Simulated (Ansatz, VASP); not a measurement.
**BAs: VASP beside Ansatz**

```xyz
2
Lattice="0.0000 2.3913 2.3913 2.3913 0.0000 2.3913 2.3913 2.3913 0.0000" Properties=species:S:1:pos:R:3 pbc="T T T"
B     0.0000    0.0000    0.0000
As    1.1956    1.1956    1.1956
```

Alike in both runs: task single point; functional r2SCAN; k mesh 8 × 8 × 8; non-collinear spin, spin-orbit coupling.

```csv
,VASP,Ansatz
version,VASP 6.6.1,Ansatz 0.2.0
potentials or method,"VASP PAW PBE potentials, release 64 (B, As)","plane waves, PAW"
plane-wave cutoff (eV),520,500
occupations,"gaussian, width 0.01 eV",fixed
valence electrons in the cell,8,18
```

```tsv
	VASP	Ansatz	Ansatz less VASP
gap on the k mesh at the Fermi level (eV)	1.32	1.32	0.000
least direct gap on the mesh (eV)	3.24	3.24	-0.005
net moment per atom (μB)	0.00	0.00	0.000
```

The two sets of potentials don't hold the same shells in valence.
